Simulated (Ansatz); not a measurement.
An element in the bcc structure gives these cold pressures by all-electron LAPW under PBE (Ansatz 0.2.0, scalar-relativistic, no spin polarisation).

```csv
V (Å³/atom),P (GPa)
19.36,0.03
17.81,6.24
16.26,15.81
14.71,31.5
13.16,57.7
11.61,102.8
10.06,183.5
8.71,311.8
```

Q: Which element is it?

A: Ge. Its zero-pressure volume in this structure is near 19.4 Å³/atom; the volume and the steepness of P(V) together point to it, though neighbours can come close. This is the case that was computed; others weren't tested.
